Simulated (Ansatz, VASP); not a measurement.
## Tl in VASP and in Ansatz

```
CELL_PARAMETERS angstrom
0.00000 2.49749 2.49749
2.49749 0.00000 2.49749
2.49749 2.49749 0.00000
ATOMIC_POSITIONS crystal
Tl 0.00000 0.00000 0.00000
```

Alike in both runs: task single point; functional BLYP; k mesh 12 × 12 × 12; occupations fermi-dirac, width 0.1 eV; no spin polarisation.

|  | VASP | Ansatz |
| --- | --- | --- |
| version | VASP 6.6.1 | Ansatz 0.2.0 |
| potentials or method | VASP PAW PBE potentials, release 64 (Tl_d) | plane waves (420 eV) with PAW, scalar-relativistic |
| plane-wave cutoff (eV) | 520 | 420 |
| valence electrons in the cell | 13 | 13 |

```csv
,VASP,Ansatz,Ansatz less VASP
pressure (GPa),3.2,3.2,-0.04
```

Caveats: the PAW data sets were made with another functional, which shifts forces and pressure a little (VASP). The runs have no spin-orbit coupling, so splittings on Tl are missing.
